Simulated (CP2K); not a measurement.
TiSe: energy against volume and a worked fit

Symmetry: Pm-3m, No. 221, cubic system. The conventional cell has a = 3.204 Å, b = 3.204 Å, c = 3.204 Å, α = 90.00°, β = 90.00°, γ = 90.00°. Ti (site symmetry m-3m) is surrounded by 8 Se at 2.77 Å. Around Se (site symmetry m-3m) lie 8 Ti at 2.77 Å.

The cell comes from a database or a generator and needn't be the stable form of this composition.

The cell was scaled at fixed shape and fractions and run with CP2K, POTENTIAL_UZH Ti GTH-PBE-q12, Se GTH-PBE-q6; TZVP-MOLOPT-PBE-GTH basis; PBEsol, k mesh 8 × 8 × 8 on the cell of 2 atoms, fermi-dirac occupations of 0.05 eV, no spin polarisation, no spin-orbit coupling. The potentials were made for PBE. Energies are those that the program minimises, any entropy of the smearing included. For a metal such a mesh isn't converged to the digits shown.

| V (Å³/atom) | energy over the lowest row (meV/atom) |
| --- | --- |
| 15.4529 | 5.27 |
| 15.7816 | 0.00 |
| 16.1104 | 0.46 |
| 16.4392 | ? |
| 16.7680 | 16.17 |
| 17.0968 | 30.40 |
| 17.4256 | 48.30 |

**Question.** Fit the third-order Birch-Murnaghan form, give V0, B0 and B′, and predict the energy left open.

**Answer.** With y = (V0/V)^(2/3), E = E0 + (9 V0 B0/16) [(y - 1)³ B′ + (y - 1)² (6 - 4y)]. Least squares through the rows shown give V0 = 15.9170 Å³/atom, E0 = -0.47 meV, B0 = 128.7 GPa (1 eV/Å³ = 160.218 GPa) and B′ = 4.42, with a largest miss of 0.01 meV. At V = 16.4392 the form with these constants gives 6.02 meV; the run gave 6.03 meV an atom.
